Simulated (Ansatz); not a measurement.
NaH (Pm-3m), two-dimensional strain map

Method: DFT PBE, scalar-relativistic, plane waves, PAW in Ansatz 0.2.0. Settings: plane waves to 420 eV, k-mesh 10×10×10 (Γ-centred), Gaussian smearing 0.05 eV. No spin polarisation. Energies are free energies at this smearing, counted from the undisturbed cell; pressure is positive in compression.

The undisturbed cell (as given, not relaxed at this level; it stands at 0.2 GPa; this CsCl-type form isn't the usual structure):

```
Na H
1.0
     2.95512    0.00000    0.00000
     0.00000    2.95512    0.00000
     0.00000    0.00000    2.95512
Na H
1 1
Direct
  0.00000 0.00000 0.00000
  0.50000 0.50000 0.50000
```

The cell is strained by p along both x and y and by q along z, fractional coordinates fixed. Points are written (p, q).

Energy above the undisturbed cell in meV/atom (a dash: not computed):

```csv
p \ q,-0.050,-0.025,0.000,0.025,0.050
-0.050,28.2,21.7,21.1,25.7,35.0
-0.025,14.8,7.3,5.5,8.8,16.8
0.000,11.7,3.1,0.0,2.0,8.5
0.025,17.6,7.7,3.3,3.9,8.9
0.050,31.2,19.9,14.1,13.3,16.8
```

Pressure in GPa:

```
 p \ q  -0.050  -0.025  0.000  0.025  0.050
-0.050     5.3     4.2    3.3    2.5    1.8
-0.025     3.3     2.4    1.6    0.9    0.3
 0.000     1.6     0.9    0.2   -0.4   -0.9
 0.025     0.3    -0.3   -0.9   -1.4   -1.8
 0.050    -0.7    -1.3   -1.8   -2.2   -2.5
```

Gap on the k-mesh in eV:

```
 p \ q  -0.050  -0.025  0.000  0.025  0.050
-0.050    1.04    0.86   0.68   0.50   0.32
-0.025    0.95    1.04   0.87   0.70   0.53
 0.000    0.85    0.95   1.03   0.87   0.71
 0.025    0.75    0.86   0.95   1.04   0.88
 0.050    0.65    0.77   0.87   0.96   1.04
```